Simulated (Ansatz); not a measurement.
Take BaSnO$_{3}$ in the cubic perovskite structure (space group Pm-3m, No. 221; a = 4.1761 Å) as the base.

(Cell as relaxed with PBE.)

Levels (all Ansatz, a first-principles code, PAW): PBE (420 eV, no spin-orbit coupling); r2SCAN (500 eV, spin-orbit coupling left out).

Each level relaxes its own structure.

```
base                      PBE    r2SCAN
-------------------  --------  --------
volume per atom      14.57 Å³  14.10 Å³
lattice parameter a   4.176 Å   4.131 Å
band gap              0.48 eV   1.56 eV
```

It is then changed as follows: cell and atoms relaxed at a pressure of 45 GPa.

```tsv
quantity	PBE	r2SCAN
smallest direct gap	3.63 eV	___
band gap	3.26 eV	___
lattice parameter a	3.901 Å	___
```

Q: Given the PBE results, estimate those of r2SCAN.

A: 
- smallest direct gap, r2SCAN: 4.62 eV
- band gap, r2SCAN: 4.27 eV
- lattice parameter a, r2SCAN: 3.885 Å

PBE's smallest direct gap lies 0.99 eV below r2SCAN's; PBE's band gap lies 1.01 eV below r2SCAN's; PBE's lattice parameter a lies 0.016 Å above r2SCAN's (0.4 %). Neither level is exact; r2SCAN is the comparison here, not a measurement.

Load acts through the strain it causes; cell and atoms are relaxed under it. No phonon test of stability was made. Competing high-pressure phases were not computed.
